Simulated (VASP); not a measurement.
# CdSe (F-43m) in VASP: a series of runs

One crystal, CdSe, is run at these levels: r2SCAN; tasks: single point, relaxation of cell and atoms.

Everything below comes from runs of VASP 6.6.1. Logs are shortened: lines on timing, memory, paths and dates and some standing lists are left out, and cuts for length are marked.

### Step 1. The structure

The structure is cubic, space group F-43m (No. 216). The conventional cell has a = 6.134 Å, b = 6.134 Å, c = 6.134 Å, α = 90.00°, β = 90.00°, γ = 90.00°. Cd (site symmetry -43m) is surrounded by 4 Se at 2.66 Å. Se (site symmetry -43m) has 4 Cd at 2.66 Å as nearest neighbours.

Measurements of this composition are mostly on another form, of space group No. 186.

### Step 2. Single point, r2SCAN

The input, POSCAR:

```
CdSe
1.0
    0.0000000000      3.0667875603      3.0667875603
    3.0667875603      0.0000000000      3.0667875603
    3.0667875603      3.0667875603      0.0000000000
Cd Se
1 1
Direct
    0.0000000000      0.0000000000      0.0000000000
    0.7500000000      0.7500000000      0.7500000000
```

The input, INCAR.step1:

```
SYSTEM = CdSe
ALGO = Normal
EDIFF = 1E-4
ENCUT = 520
GGA = PE
ISMEAR = 0
LASPH = .True.
LCHARG = .False.
LREAL = .False.
LWAVE = .True.
NBANDS = 16
NELM = 100
PREC = Accurate
SIGMA = 0.02
```

The input, INCAR.step2:

```
SYSTEM = CdSe
ALGO = Normal
EDIFF = 1E-7
ENCUT = 520
ISIF = 2
ISMEAR = 0
ISTART = 1
LASPH = .True.
LCHARG = .True.
LELF = .True.
LMIXTAU = .True.
LREAL = .False.
LVHAR = .True.
LWAVE = .False.
METAGGA = R2SCAN
NBANDS = 16
NELM = 100
PREC = Accurate
SIGMA = 0.02
```

The input, KPOINTS:

```
k-points
0
Gamma
  8 8 8
  0 0 0
```

Potentials or basis: VASP PAW PBE potentials, release 64 (Cd, Se).

On the command line:

```console
> cat potpaw_PBE.64/Cd/POTCAR potpaw_PBE.64/Se/POTCAR > POTCAR
> cp INCAR.step1 INCAR
> mpirun -np 1 vasp_std > vasp.out
> cp INCAR.step2 INCAR
> mpirun -np 1 vasp_std > vasp.out
```

OUTCAR:

```text
SYSTEM = CdSe
   EDIFF = 1E-7
   ENCUT = 520
   ISIF = 2
   ISMEAR = 0
   ISTART = 1
   LASPH = .True.
   LREAL = .False.
   METAGGA = R2SCAN
   NELM = 100
   PREC = Accurate

 ion  position               nearest neighbor table
   1  0.000  0.000  0.000-   2 2.66   2 2.66   2 2.66   2 2.66
   2  0.750  0.750  0.750-   1 2.66   1 2.66   1 2.66   1 2.66

  LATTYP: Found a face centered cubic cell.
 ALAT       =     6.1335751206

  Lattice vectors:

 A1 = (   0.0000000000,   3.0667875603,   3.0667875603)
 A2 = (   3.0667875603,   0.0000000000,   3.0667875603)
 A3 = (   3.0667875603,   3.0667875603,   0.0000000000)

Analysis of symmetry for initial positions (statically):
=====================================================================
 Subroutine PRICEL returns:
 Original cell was already a primitive cell.

 Routine SETGRP: Setting up the symmetry group for a
 face centered cubic supercell.

 Subroutine GETGRP returns: Found 24 space group operations
 (whereof 24 operations were pure point group operations)
 out of a pool of 48 trial point group operations.

The static configuration has the point symmetry T_d .

Analysis of symmetry for dynamics (positions and initial velocities):
=====================================================================
 Subroutine PRICEL returns:
 Original cell was already a primitive cell.

 Routine SETGRP: Setting up the symmetry group for a
 face centered cubic supercell.

 Subroutine GETGRP returns: Found 24 space group operations
 (whereof 24 operations were pure point group operations)
 out of a pool of 48 trial point group operations.

The dynamic configuration has the point symmetry T_d .

 Subroutine INISYM returns: Found 24 space group operations
 (whereof 24 operations are pure point group operations),
 and found     1 'primitive' translations

----------------------------------------------------------------------------------------

                                     Primitive cell

  volume of cell :      57.6874

  direct lattice vectors                    reciprocal lattice vectors
     0.000000000  3.066787560  3.066787560    -0.163037051  0.163037051  0.163037051
     3.066787560  0.000000000  3.066787560     0.163037051 -0.163037051  0.163037051
     3.066787560  3.066787560  0.000000000     0.163037051  0.163037051 -0.163037051

  length of vectors
     4.337092561  4.337092561  4.337092561     0.282388456  0.282388456  0.282388456

  position of ions in fractional coordinates (direct lattice)
     0.000000000  0.000000000  0.000000000
     0.750000000  0.750000000  0.750000000

  ion indices of the primitive-cell ions
   primitive index   ion index
                 1           1
                 2           2

----------------------------------------------------------------------------------------

 KPOINTS: k-points

Automatic generation of k-mesh.
 Grid dimensions read from file:
 generate k-points for:    8    8    8

 Generating k-lattice:

  Cartesian coordinates                     Fractional coordinates (reciprocal lattice)
    -0.020379631  0.020379631  0.020379631     0.125000000  0.000000000  0.000000000
     0.020379631 -0.020379631  0.020379631     0.000000000  0.125000000  0.000000000
     0.020379631  0.020379631 -0.020379631     0.000000000  0.000000000  0.125000000

  Length of vectors
     0.035298557  0.035298557  0.035298557

  Shift w.r.t. Gamma in fractional coordinates (k-lattice)
     0.000000000  0.000000000  0.000000000

 Subroutine IBZKPT returns following result:
 ===========================================

 Found     29 irreducible k-points:

 Following reciprocal coordinates:
            Coordinates               Weight
  0.000000  0.000000  0.000000      1.000000
  0.125000  0.000000  0.000000      8.000000
  0.250000  0.000000  0.000000      8.000000
  0.375000  0.000000  0.000000      8.000000
  0.500000  0.000000  0.000000      4.000000
  0.125000  0.125000  0.000000      6.000000
[... 16 lines left out ...]
  0.500000  0.250000  0.125000     48.000000
 -0.375000  0.250000  0.125000     24.000000
 [... further k-points ...]
   k-points           NKPTS =     29   k-points in BZ     NKDIM =     29   number of bands    NBANDS=     16
   number of dos      NEDOS =    301   number of ions     NIONS =      2
   total plane-waves  NPLWV =  32768
   dimension x,y,z NGX =    32 NGY =   32 NGZ =   32
   dimension x,y,z NGXF=    64 NGYF=   64 NGZF=   64
   ions per type =               1   1
   NGX,Y,Z   is equivalent  to a cutoff of  12.27, 12.27, 12.27 a.u.
   NGXF,Y,Z  is equivalent  to a cutoff of  24.53, 24.53, 24.53 a.u.
 SYSTEM =  CdSe
   PREC   = accura    normal or accurate (medium, high low for compatibility)
   ISTART =      1    job   : 0-new  1-cont  2-samecut
   ICHARG =      0    charge: 1-file 2-atom 10-const
   ISPIN  =      1    spin polarized calculation?
   LNONCOLLINEAR =      F non collinear calculations
   LSORBIT =      F    spin-orbit coupling
   LASPH  =      T    aspherical Exc in radial PAW
   ENCUT  =  520.0 eV  38.22 Ry    6.18 a.u.   8.06  8.06  8.06*2*pi/ulx,y,z
   NELM   =    100;   NELMIN=  2; NELMDL=  0     # of ELM steps
   EDIFF  = 0.1E-06   stopping-criterion for ELM
   LREAL  =      F    real-space projection
   EDIFFG = 0.1E-05   stopping-criterion for IOM
   NSW    =      0    number of steps for IOM
   IBRION =     -1    ionic relax: 0-MD 1-quasi-New 2-CG
   NFREE  =      0    steps in history (QN), initial steepest desc. (CG)
   ISIF   =      2    stress and relaxation
   ISYM   =      2    0-nonsym 1-usesym 2-fastsym
   POTIM  = 0.5000    time-step for ionic-motion
   TEBEG  =    0.0;   TEEND  =   0.0 temperature during run
   PSTRESS=    0.0 pullay stress
   NELECT =      18.0000    total number of electrons
   NUPDOWN=      -1.0000    fix difference up-down
   EMIN   =  10.00;   EMAX   =-10.00  energy-range for DOS
   EFERMI =   0.00;   METHOD = LEGACY
   ISMEAR =     0;   SIGMA  =   0.02  broadening in eV -4-tet -1-fermi 0-gaus
   EFERMI_NEDOS =   21; number of points for ismear=-14 and -15
   IALGO  =     38    algorithm
   IMIX   =      4    mixing-type and parameters
     AMIX     =   0.40;   BMIX     =  1.00
     AMIX_MAG =   1.60;   BMIX_MAG =  1.00
  volume/ion in A,a.u.               =      28.84       194.65
  Fermi-wavevector in a.u.,A,eV,Ry     =   1.110381  2.098316 16.775245  1.232946
  Thomas-Fermi vector in A             =   2.246932
   LORBIT       =      0    0 simple, 1 ext, 2 COOP (PROOUT), +10 PAW based schemes
   METAGGA = R2SCAN    functional components
   LHFCALC =     F    Hartree Fock is set to
   AEXX    =    0.0000 exact exchange contribution
   IVDW    =     0    specifies the selected vdW correction
   LEPSILON=     F    determine dielectric tensor
   LRPA    =     F    only Hartree local field effects (RPA)
 non-spin polarized calculation
 Gauss-broadening in eV      SIGMA  =   0.02
  energy-cutoff  :      520.00
  volume of cell :       57.69
 maximum number of plane-waves:      1588
   NGX = 17   NGY = 17   NGZ = 17

 number of electron      18.0000008 magnetization

 Free energy of the ion-electron system (eV)
  ---------------------------------------------------
  ext. energy  EPLUGINS =         0.00000000
  ---------------------------------------------------
  free energy    TOTEN  =       -35.91573752 eV

  energy without entropy =      -35.91573752  energy(sigma->0) =      -35.91573752

 E-fermi :   0.5548     XC(G=0):  -9.3077

 val. band max:        0.4456786993   @ k =   0.0000   0.0000   0.0000
 cond. band min:       1.4751825954   @ k =   0.0000   0.0000   0.0000
 fundamental gap:      1.0295038961
 Fermi energy:         0.5548224460

 k-point     1 :       0.0000    0.0000    0.0000
  band No.  band energies     occupation
      1     -12.4311      2.00000
      2      -7.6398      2.00000
      3      -7.6398      2.00000
      4      -7.6398      2.00000
      5      -7.2661      2.00000
      6      -7.2661      2.00000
[... 8 lines left out ...]
     15      12.0396      0.00000
     16      12.0396      0.00000

 k-point     2 :       0.1250    0.0000    0.0000
  band No.  band energies     occupation
      1     -12.3795      2.00000
      2      -7.6230      2.00000
      3      -7.6230      2.00000
      4      -7.5894      2.00000
      5      -7.2668      2.00000
      6      -7.2668      2.00000
[... 8 lines left out ...]
     15      11.2496      0.00000
     16      11.4017      0.00000

 k-point     3 :       0.2500    0.0000    0.0000
  band No.  band energies     occupation
      1     -12.2534      2.00000
      2      -7.5858      2.00000
      3      -7.5858      2.00000
      4      -7.4226      2.00000
      5      -7.2637      2.00000
      6      -7.2637      2.00000
[... 8 lines left out ...]
     15      11.0095      0.00000
     16      11.0095      0.00000

 k-point     4 :       0.3750    0.0000    0.0000
  band No.  band energies     occupation
      1     -12.1259      2.00000
      2      -7.5556      2.00000
      3      -7.5556      2.00000
      4      -7.2519      2.00000
      5      -7.2519      2.00000
      6      -7.1512      2.00000
[... 8 lines left out ...]
     15      11.9406      0.00000
     16      11.9406      0.00000
[... 324 lines left out ...]
 k-point    22 :       0.3750    0.2500    0.1250
  band No.  band energies     occupation
      1     -12.1601      2.00000
      2      -7.5445      2.00000
      3      -7.5249      2.00000
      4      -7.3695      2.00000
      5      -7.2563      2.00000
      6      -7.2207      2.00000
[... 8 lines left out ...]
     15      12.5215      0.00000
     16      13.6581      0.00000

 k-point    23 :       0.5000    0.2500    0.1250
  band No.  band energies     occupation
      1     -12.0589      2.00000
      2      -7.5145      2.00000
      3      -7.4985      2.00000
      4      -7.3079      2.00000
      5      -7.2447      2.00000
      6      -7.0330      2.00000
[... 8 lines left out ...]
     15      12.9062      0.00000
     16      13.5537      0.00000

 k-point    24 :      -0.3750    0.2500    0.1250
  band No.  band energies     occupation
      1     -12.0172      2.00000
      2      -7.5080      2.00000
      3      -7.4868      2.00000
      4      -7.2838      2.00000
      5      -7.2502      2.00000
      6      -6.8972      2.00000
[... 8 lines left out ...]
     15      12.6310      0.00000
     16      13.6344      0.00000

 [... further k-points ...]

------------------------ aborting loop because EDIFF is reached ----------------------------------------

  FORCE on cell =-STRESS in cart. coord.  units (eV):
  Direction    XX          YY          ZZ          XY          YZ          ZX
  --------------------------------------------------------------------------------------
  -------------------------------------------------------------------------------------
  Total        0.0863578      0.0863578      0.0863578      0.0000000      0.0000000      0.0000000
  in kB        2.3984512      2.3984512      2.3984512      0.0000000      0.0000000      0.0000000
  external PRESSURE =       2.3984512 kB  Pullay stress =       0.0000000 kB

 VOLUME and BASIS-vectors are now :
 -----------------------------------------------------------------------------
  energy-cutoff  :      520.00
  volume of cell :       57.69
      direct lattice vectors                 reciprocal lattice vectors
     0.000000000  3.066787560  3.066787560    -0.163037051  0.163037051  0.163037051
     3.066787560  0.000000000  3.066787560     0.163037051 -0.163037051  0.163037051
     3.066787560  3.066787560  0.000000000     0.163037051  0.163037051 -0.163037051

 POSITION                                       TOTAL-FORCE (eV/Angst)
 -----------------------------------------------------------------------------------
      0.00000      0.00000      0.00000         0.000000      0.000000     -0.000000
      4.60018      4.60018      4.60018        -0.000000     -0.000000      0.000000
 -----------------------------------------------------------------------------------
    total drift:                                0.000003      0.000003      0.000003

  FREE ENERGIE OF THE ION-ELECTRON SYSTEM (eV)
  ---------------------------------------------------
  free  energy   TOTEN  =       -35.9157375232 eV

  energy  without entropy=      -35.9157375232  energy(sigma->0) =      -35.91573752
```

Run time: 83 s. Hardware: 1 thread of Intel Xeon Platinum 8488C (Sapphire Rapids), shared host; peak memory 0.19 GiB.

Results:

| Property | Result |
| --- | --- |
| Free energy | -35.9157 eV |
| Pressure | 0.2 GPa |
| Band gap on the k mesh | 1.03 eV, direct |

Levels at points of the mesh, in eV from the valence-band top:
| k point | band 6 | band 7 | band 8 | band 9 | band 10 | band 11 | band 12 | band 13 |
| --- | --- | --- | --- | --- | --- | --- | --- | --- |
| (0.00, 0.00, 0.00) | -7.71 | 0.00 | 0.00 | 0.00 | 1.03 | 6.47 | 6.47 | 6.47 |
| (0.50, 0.00, 0.00) | -7.43 | -4.28 | -0.72 | -0.72 | 2.83 | 6.92 | 6.92 | 7.74 |
| (0.50, 0.50, 0.00) | -7.36 | -3.97 | -1.80 | -1.80 | 3.50 | 4.13 | 9.57 | 10.81 |

Caveat: the PAW data sets were made with another functional, which shifts forces and pressure a little.

### Step 3. Relaxation of cell and atoms, r2SCAN

This run uses another cell than the first one, of 28.94 Å³/atom, 1.003 times its volume.

The input, POSCAR:

```
CdSe
1.0
    0.0000000000      3.0702711986      3.0702711986
    3.0702711986      0.0000000000      3.0702711986
    3.0702711986      3.0702711986      0.0000000000
Cd Se
1 1
Direct
    0.0000000000      0.0000000000      0.0000000000
    0.7500000000      0.7500000000      0.7500000000
```

The input, INCAR.step1:

```
SYSTEM = CdSe
PREC     = Accurate       ! precision mode
ENCUT    = 600            ! plane-wave cutoff, eV
ISMEAR   = 0              ! smearing method
SIGMA    = 0.02           ! smearing width, eV
LREAL    = .False.        ! projectors in reciprocal space
LASPH    = .True.         ! aspherical terms in the spheres
NELM     = 100            ! most SCF steps
GGA      = PE             ! functional
ALGO     = Normal         ! electronic algorithm
EDIFF    = 1E-4           ! SCF threshold, eV
LWAVE    = .True.         ! write WAVECAR
LCHARG   = .False.        ! write CHGCAR
```

The input, INCAR.step2:

```
SYSTEM = CdSe
PREC     = Accurate       ! precision mode
ENCUT    = 600            ! plane-wave cutoff, eV
EDIFF    = 1E-6           ! SCF threshold, eV
ISMEAR   = 0              ! smearing method
SIGMA    = 0.02           ! smearing width, eV
LREAL    = .False.        ! projectors in reciprocal space
LASPH    = .True.         ! aspherical terms in the spheres
NELM     = 100            ! most SCF steps
ALGO     = Normal         ! electronic algorithm
ISIF     = 3              ! what is computed and relaxed
LWAVE    = .False.        ! write WAVECAR
LCHARG   = .False.        ! write CHGCAR
METAGGA  = R2SCAN         ! meta-GGA
LMIXTAU  = .True.       
IBRION   = 2              ! ionic algorithm
NSW      = 100            ! ionic steps
EDIFFG   = -0.005         ! ionic threshold
ISTART   = 1
```

The input, KPOINTS:

```
regular mesh
0
Gamma
  8 8 8
  0 0 0
```

Potentials or basis: VASP PAW PBE potentials, release 64 (Cd, Se).

On the command line:

```console
> cat potpaw_PBE.64/Cd/POTCAR potpaw_PBE.64/Se/POTCAR > POTCAR
> cp INCAR.step1 INCAR
> mpirun -np 1 vasp_std > vasp.out
> cp INCAR.step2 INCAR
> mpirun -np 1 vasp_std > vasp.out
```

It took 78 s on 1 thread of Intel Xeon Platinum 8488C (Sapphire Rapids), shared host; peak memory 0.23 GiB.

Results (log left out):

| Property | Result |
| --- | --- |
| Free energy | -35.9164 eV |
| Pressure after relaxing | 0.0 GPa |
| Band gap on the k mesh | 1.02 eV, direct |

Final structure:
```xyz
2
Lattice="0.0000 3.0703 3.0703 3.0703 0.0000 3.0703 3.0703 3.0703 0.0000" Properties=species:S:1:pos:R:3 pbc="T T T"
Cd    0.0000    0.0000    0.0000
Se    4.6054    4.6054    4.6054
```

Levels at points of the mesh, in eV from the valence-band top:
| k point | band 5 | band 6 | band 7 | band 8 | band 9 | band 10 | band 11 | band 12 | band 13 |
| --- | --- | --- | --- | --- | --- | --- | --- | --- | --- |
| (0.00, 0.00, 0.00) | -7.71 | -7.71 | 0.00 | 0.00 | 0.00 | 1.02 | 6.47 | 6.47 | 6.47 |
| (0.50, 0.00, 0.00) | -7.68 | -7.42 | -4.26 | -0.72 | -0.72 | 2.82 | 6.92 | 6.92 | 7.73 |
| (0.50, 0.50, 0.00) | -7.65 | -7.36 | -3.95 | -1.79 | -1.79 | 3.51 | 4.13 | 9.55 | 10.79 |

Caveat: the relaxation stopped at its first step, so nothing moved; the PAW data sets were made with another functional, which shifts forces and pressure a little. r2SCAN opens gaps a little over a GGA but as a rule still falls short of measured ones.

### Step 4. Single point, r2SCAN

The input, POSCAR:

```
CdSe
1.0
    0.0000000000      3.0667875603      3.0667875603
    3.0667875603      0.0000000000      3.0667875603
    3.0667875603      3.0667875603      0.0000000000
Cd Se
1 1
Direct
    0.0000000000      0.0000000000      0.0000000000
    0.7500000000      0.7500000000      0.7500000000
```

The input, INCAR.step1:

```
PREC     = Accurate       # precision mode
ENCUT    = 520            # plane-wave cutoff, eV
ISMEAR   = -5             # smearing method
SIGMA    = 0.02           # smearing width, eV
LREAL    = F              # projectors in reciprocal space
LASPH    = T              # aspherical terms in the spheres
NELM     = 100            # most SCF steps
GGA      = PE             # functional
ALGO     = Normal         # electronic algorithm
EDIFF    = 1E-4           # SCF threshold, eV
LWAVE    = T              # write WAVECAR
LCHARG   = F              # write CHGCAR
```

The input, INCAR.step2:

```
PREC     = Accurate       # precision mode
ENCUT    = 520            # plane-wave cutoff, eV
EDIFF    = 1E-6           # SCF threshold, eV
ISMEAR   = 0              # smearing method
SIGMA    = 0.02           # smearing width, eV
LREAL    = F              # projectors in reciprocal space
LASPH    = T              # aspherical terms in the spheres
NELM     = 100            # most SCF steps
ALGO     = Normal         # electronic algorithm
ISIF     = 2              # what is computed and relaxed
LWAVE    = F              # write WAVECAR
LCHARG   = F              # write CHGCAR
METAGGA  = R2SCAN         # meta-GGA
LMIXTAU  = T            
LORBIT   = 10             # projections on sites
ISTART   = 1
```

The input, KPOINTS:

```
regular mesh
0
Gamma
  8 8 8
```

On the command line:

```console
> cat potpaw_PBE.64/Cd/POTCAR potpaw_PBE.64/Se/POTCAR > POTCAR
> cp INCAR.step1 INCAR
> mpirun -np 1 vasp_std > vasp.out
> cp INCAR.step2 INCAR
> mpirun -np 1 vasp_std > vasp.out
```

Run time: 54 s. Hardware: 1 thread of Intel Xeon Platinum 8488C (Sapphire Rapids), shared host; peak memory 0.19 GiB.

It converged, with:

```
Free energy                                           : -35.9157 eV
Pressure                                              : 0.2 GPa
Band gap on the k mesh                                : 1.03 eV, direct
Valence electrons inside the program's atomic spheres : Cd 10.28; Se 3.90
```

Levels at points of the mesh, in eV from the valence-band top:
```tsv
k point	band 6	band 7	band 8	band 9	band 10	band 11	band 12	band 13
(0.00, 0.00, 0.00)	-7.71	0.00	0.00	0.00	1.03	6.47	6.47	6.47
(0.50, 0.00, 0.00)	-7.43	-4.28	-0.72	-0.72	2.83	6.92	6.92	7.74
(0.50, 0.50, 0.00)	-7.36	-3.97	-1.80	-1.80	3.50	4.13	9.57	10.81
```

Caveat: the PAW data sets were made with another functional, which shifts forces and pressure a little.
